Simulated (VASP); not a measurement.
# Al in VASP: relaxation of the atoms with LDA

Aim: the relaxation of the atoms of Al with LDA.

Program: VASP 6.6.1. These are calculated values, not measurements. Logs are shortened: lines on timing, memory, paths and dates and some standing lists are left out, and cuts for length are marked.

## (1) The slab as given

The cell holds a slab with vacuum, 4 atoms: a = 2.861 Å, b = 2.861 Å, c = 25.842 Å, α = 90.00°, β = 90.00°, γ = 90.00°.

The cell was built by a generator and needn't be a form met in nature.

## (2) Relaxation of the atoms, LDA

Contents of INCAR:

```
  ALGO = Normal
  DIPOL = 0.5 0.5 0.500
  EDIFF = 1E-6
  EDIFFG = -0.02
  ENCUT = 520
  IBRION = 2
  IDIPOL = 3
  ISIF = 2
  ISMEAR = 1
  KPAR = 2
  LASPH = T
  LCHARG = F
  LDIPOL = T
  LREAL = F
  LWAVE = F
  NELM = 120
  NSW = 90
  PREC = Accurate
  SIGMA = 0.1
```

Contents of KPOINTS:

```
k-points
0
Gamma
  11 11 1
```

Contents of POSCAR:

```
Al
1.0
    2.8614914700      0.0000000000      0.0000000000
    0.0000000000      2.8614914700      0.0000000000
    0.0000000000      0.0000000000     25.8419413100
Al
4
Direct
    0.0000000000      0.0000000000      0.3863900900
    0.5000000000      0.5000000000      0.4621313100
    0.0000000000      0.0000000000      0.5378725300
    0.5000000000      0.5000000000      0.6136099100
```

Potentials or basis: VASP PAW LDA potentials, release 64 (Al).

Started as:

```sh
> cat potpaw_LDA.64/Al/POTCAR > POTCAR
> mpirun -np 2 vasp_std > vasp.out
```

OUTCAR:

```text
EDIFF = 1E-6
   EDIFFG = -0.02
   ENCUT = 520
   IBRION = 2
   ISIF = 2
   ISMEAR = 1
   LASPH = T
   LREAL = F
   NELM = 120
   NSW = 90
   PREC = Accurate

 ion  position               nearest neighbor table
   1  0.000  0.000  0.386-   2 2.82   2 2.82   2 2.82   2 2.82
   2  0.500  0.500  0.462-   1 2.82   1 2.82   1 2.82   1 2.82   3 2.82   3 2.82   3 2.82   3 2.82

   3  0.000  0.000  0.538-   4 2.82   4 2.82   4 2.82   4 2.82   2 2.82   2 2.82   2 2.82   2 2.82

   4  0.500  0.500  0.614-   3 2.82   3 2.82   3 2.82   3 2.82

  LATTYP: Found a simple tetragonal cell.
 ALAT       =     2.8614914700
 C/A-ratio  =     9.0309342456

  Lattice vectors:

 A1 = (   2.8614914700,   0.0000000000,   0.0000000000)
 A2 = (   0.0000000000,   2.8614914700,   0.0000000000)
 A3 = (   0.0000000000,   0.0000000000,  25.8419413100)

Analysis of symmetry for initial positions (statically):
=====================================================================
 Subroutine PRICEL returns:
 Original cell was already a primitive cell.

 Routine SETGRP: Setting up the symmetry group for a
 simple tetragonal supercell.

 Subroutine GETGRP returns: Found 16 space group operations
 (whereof  8 operations were pure point group operations)
 out of a pool of 16 trial point group operations.

The static configuration has the point symmetry C_4v.
 The point group associated with its full space group is D_4h.

Analysis of symmetry for dynamics (positions and initial velocities):
=====================================================================
 Subroutine PRICEL returns:
 Original cell was already a primitive cell.

 Routine SETGRP: Setting up the symmetry group for a
 simple tetragonal supercell.

 Subroutine GETGRP returns: Found 16 space group operations
 (whereof  8 operations were pure point group operations)
 out of a pool of 16 trial point group operations.

The dynamic configuration has the point symmetry C_4v.
 The point group associated with its full space group is D_4h.

 Subroutine INISYM returns: Found 16 space group operations
 (whereof  8 operations are pure point group operations),
 and found     1 'primitive' translations

----------------------------------------------------------------------------------------

                                     Primitive cell

  volume of cell :     211.5973

  direct lattice vectors                    reciprocal lattice vectors
     2.861491470  0.000000000  0.000000000     0.349468104  0.000000000  0.000000000
     0.000000000  2.861491470  0.000000000     0.000000000  0.349468104  0.000000000
     0.000000000  0.000000000 25.841941310     0.000000000  0.000000000  0.038696783

  length of vectors
     2.861491470  2.861491470 25.841941310     0.349468104  0.349468104  0.038696783

  position of ions in fractional coordinates (direct lattice)
     0.000000000  0.000000000  0.386390090
     0.500000000  0.500000000  0.462131310
     0.000000000  0.000000000  0.537872530
     0.500000000  0.500000000  0.613609910

  ion indices of the primitive-cell ions
   primitive index   ion index
                 1           1
                 2           2
                 3           3
                 4           4

----------------------------------------------------------------------------------------

 KPOINTS: k-points

Automatic generation of k-mesh.
 Grid dimensions read from file:
 generate k-points for:   11   11    1

 Generating k-lattice:

  Cartesian coordinates                     Fractional coordinates (reciprocal lattice)
     0.031769828  0.000000000  0.000000000     0.090909091  0.000000000  0.000000000
     0.000000000  0.031769828  0.000000000     0.000000000  0.090909091  0.000000000
     0.000000000  0.000000000  0.038696783     0.000000000  0.000000000  1.000000000

  Length of vectors
     0.031769828  0.031769828  0.038696783

  Shift w.r.t. Gamma in fractional coordinates (k-lattice)
     0.000000000  0.000000000  0.000000000

 Subroutine IBZKPT returns following result:
 ===========================================

 Found     21 irreducible k-points:

 Following reciprocal coordinates:
            Coordinates               Weight
  0.000000  0.000000  0.000000      1.000000
  0.090909  0.000000  0.000000      4.000000
  0.181818  0.000000  0.000000      4.000000
  0.272727  0.000000  0.000000      4.000000
  0.363636  0.000000  0.000000      4.000000
  0.454545  0.000000  0.000000      4.000000
[... 13 lines left out ...]
  0.454545  0.363636  0.000000      8.000000
  0.454545  0.454545  0.000000      4.000000
   k-points           NKPTS =     21   k-points in BZ     NKDIM =     21   number of bands    NBANDS=     10
   number of dos      NEDOS =    301   number of ions     NIONS =      4
   total plane-waves  NPLWV = 110592
   dimension x,y,z NGX =    24 NGY =   24 NGZ =  192
   dimension x,y,z NGXF=    48 NGYF=   48 NGZF=  384
   ions per type =               4
   NGX,Y,Z   is equivalent  to a cutoff of  13.94, 13.94, 12.35 a.u.
   NGXF,Y,Z  is equivalent  to a cutoff of  27.89, 27.89, 24.70 a.u.
 SYSTEM =  unknown system
   PREC   = accura    normal or accurate (medium, high low for compatibility)
   ISTART =      0    job   : 0-new  1-cont  2-samecut
   ICHARG =      2    charge: 1-file 2-atom 10-const
   ISPIN  =      1    spin polarized calculation?
   LNONCOLLINEAR =      F non collinear calculations
   LSORBIT =      F    spin-orbit coupling
   LASPH  =      T    aspherical Exc in radial PAW
   ENCUT  =  520.0 eV  38.22 Ry    6.18 a.u.   5.32  5.32 48.05*2*pi/ulx,y,z
   NELM   =    120;   NELMIN=  2; NELMDL= -5     # of ELM steps
   EDIFF  = 0.1E-05   stopping-criterion for ELM
   LREAL  =      F    real-space projection
   EDIFFG = -.2E-01   stopping-criterion for IOM
   NSW    =     90    number of steps for IOM
   IBRION =      2    ionic relax: 0-MD 1-quasi-New 2-CG
   NFREE  =      1    steps in history (QN), initial steepest desc. (CG)
   ISIF   =      2    stress and relaxation
   ISYM   =      2    0-nonsym 1-usesym 2-fastsym
   POTIM  = 0.5000    time-step for ionic-motion
   TEBEG  =    0.0;   TEEND  =   0.0 temperature during run
   PSTRESS=    0.0 pullay stress
   NELECT =      12.0000    total number of electrons
   NUPDOWN=      -1.0000    fix difference up-down
   EMIN   =  10.00;   EMAX   =-10.00  energy-range for DOS
   EFERMI =   0.00;   METHOD = LEGACY
   ISMEAR =     1;   SIGMA  =   0.10  broadening in eV -4-tet -1-fermi 0-gaus
   EFERMI_NEDOS =   21; number of points for ismear=-14 and -15
   IALGO  =     38    algorithm
   IMIX   =      4    mixing-type and parameters
     AMIX     =   0.40;   BMIX     =  1.00
     AMIX_MAG =   1.60;   BMIX_MAG =  1.00
  volume/ion in A,a.u.               =      52.90       356.98
  Fermi-wavevector in a.u.,A,eV,Ry     =   0.628973  1.188586  5.382558  0.395607
  Thomas-Fermi vector in A             =   1.691102
   LORBIT       =      0    0 simple, 1 ext, 2 COOP (PROOUT), +10 PAW based schemes
   GGA     = CA    functional components
   LHFCALC =     F    Hartree Fock is set to
   AEXX    =    0.0000 exact exchange contribution
   IVDW    =     0    specifies the selected vdW correction
   LEPSILON=     F    determine dielectric tensor
   LRPA    =     F    only Hartree local field effects (RPA)
 conjugate gradient relaxation of ions
 non-spin polarized calculation
 Methfessel and Paxton  Order N= 1 SIGMA  =   0.10
  energy-cutoff  :      520.00
  volume of cell :      211.60
 maximum number of plane-waves:      5743
 NGX is ok and might be reduce to    24
   NGX = 11   NGY = 11   NGZ = 97

--------------------------------------- Ionic step        1  -------------------------------------------

 number of electron      12.0000000 magnetization

 Free energy of the ion-electron system (eV)
  ---------------------------------------------------
  ext. energy  EPLUGINS =         0.00000000
  ---------------------------------------------------
  free energy    TOTEN  =       -15.53639691 eV

  energy without entropy =      -15.53270117  energy(sigma->0) =      -15.53516500

------------------------ aborting loop because EDIFF is reached ----------------------------------------

  FORCE on cell =-STRESS in cart. coord.  units (eV):
  Direction    XX          YY          ZZ          XY          YZ          ZX
  --------------------------------------------------------------------------------------
  -------------------------------------------------------------------------------------
  Total       -2.6939597     -2.6939597      1.0441797      0.0000000      0.0000000      0.0000000
  in kB      -20.3981899    -20.3981899      7.9063456      0.0000000      0.0000000      0.0000000
  external PRESSURE =     -10.9633448 kB  Pullay stress =       0.0000000 kB
[... 175 lines left out ...]
  energy  without entropy=      -15.5558658981  energy(sigma->0) =      -15.55632689

--------------------------------------- Ionic step        6  -------------------------------------------

 number of electron      12.0000000 magnetization

 dipolmoment           0.000000      0.000000     -0.000303 electrons x Angstroem

 Free energy of the ion-electron system (eV)
  ---------------------------------------------------
  ext. energy  EPLUGINS =         0.00000000
  ---------------------------------------------------
  free energy    TOTEN  =       -15.56715540 eV

  energy without entropy =      -15.56793228  energy(sigma->0) =      -15.56741436

 E-fermi :  -0.5619     XC(G=0):  -4.0221

 val. band max:       -0.5654473587   @ k =   0.3636   0.0909   0.0000
 cond. band min:      -0.5053805203   @ k =   0.2727   0.0909   0.0000
 fundamental gap:      0.0600668384
 Fermi energy:        -0.5619385658

 k-point     1 :       0.0000    0.0000    0.0000
  band No.  band energies     occupation
      1     -11.1922      2.00000
      2      -9.8002      2.00000
      3      -7.7065      2.00000
      4      -4.8896      2.00000
      5      -2.5635      2.00000
      6       0.8214     -0.00000
      7       2.8741      0.00000
      8       3.8375      0.00000
      9       4.0719      0.00000
     10       5.1963      0.00000
[... 248 lines left out ...]
 k-point    21 :       0.4545    0.4545    0.0000
  band No.  band energies     occupation
      1      -4.0160      2.00000
      2      -2.9757      2.00000
      3      -2.6946      2.00000
      4      -1.6833      2.00000
      5      -1.6573      2.00000
      6      -0.7081      2.05868
      7      -0.6795      2.07011
      8      -0.2207     -0.00002
      9       0.2602     -0.00000
     10       0.7175     -0.00000

------------------------ aborting loop because EDIFF is reached ----------------------------------------

 vacuum level on the upper side and lower side of the slab       (xc-potential included)        -0.021        -0.015

  FORCE on cell =-STRESS in cart. coord.  units (eV):
  Direction    XX          YY          ZZ          XY          YZ          ZX
  --------------------------------------------------------------------------------------
  -------------------------------------------------------------------------------------
  Total       -3.4094139     -3.4094139     -0.0764603      0.0000000      0.0000000      0.0000000
  in kB      -25.8154834    -25.8154834     -0.5789438      0.0000000      0.0000000      0.0000000
  external PRESSURE =     -17.4033036 kB  Pullay stress =       0.0000000 kB

 VOLUME and BASIS-vectors are now :
 -----------------------------------------------------------------------------
  energy-cutoff  :      520.00
  volume of cell :      211.60
      direct lattice vectors                 reciprocal lattice vectors
     2.861491470  0.000000000  0.000000000     0.349468104  0.000000000  0.000000000
     0.000000000  2.861491470  0.000000000     0.000000000  0.349468104  0.000000000
     0.000000000  0.000000000 25.841941310     0.000000000  0.000000000  0.038696783
[... 10 lines left out ...]
  FREE ENERGIE OF THE ION-ELECTRON SYSTEM (eV)
  ---------------------------------------------------
  free  energy   TOTEN  =       -15.5671554007 eV

  energy  without entropy=      -15.5679322795  energy(sigma->0) =      -15.56741436

 reached required accuracy - stopping structural energy minimisation

 vacuum level on the upper side and lower side of the slab         3.879         3.885
```

Wall time 96 s (2 MPI ranks of Intel Xeon Platinum 8375C at 2.90GHz (Ice Lake), shared host); peak memory 0.25 GiB.

What came out:

* Free energy: -15.5672 eV
* Energy gained by relaxing: 7.7 meV/atom
* Ionic steps: 6
* Largest force after relaxing: 0.015 eV/Å
* Band gap on the k mesh: none (metal or under the smearing width)

Forces on the atoms (eV/Å):
```
Al   0.000  0.000  0.007
Al   0.000  0.000  0.015
Al   0.000  0.000 -0.015
Al   0.000  0.000 -0.007
```

Step by step:
```csv
step,energy change (eV),largest force (eV/Å),pressure (GPa)
1,0.0000,0.1652,-1.10
2,-0.0028,0.1641,-1.14
3,-0.0112,0.1632,-1.29
4,-0.0263,0.1105,-1.54
5,-0.0202,0.1507,-2.00
6,-0.0308,0.0148,-1.74
```

Final structure:
```xyz
4
Lattice="2.8615 0.0000 0.0000 0.0000 2.8615 0.0000 0.0000 0.0000 25.8419" Properties=species:S:1:pos:R:3 pbc="T T T"
Al    0.0000    0.0000    9.8653
Al    1.4307    1.4307   11.9142
Al    0.0000    0.0000   13.9278
Al    1.4307    1.4307   15.9767
```
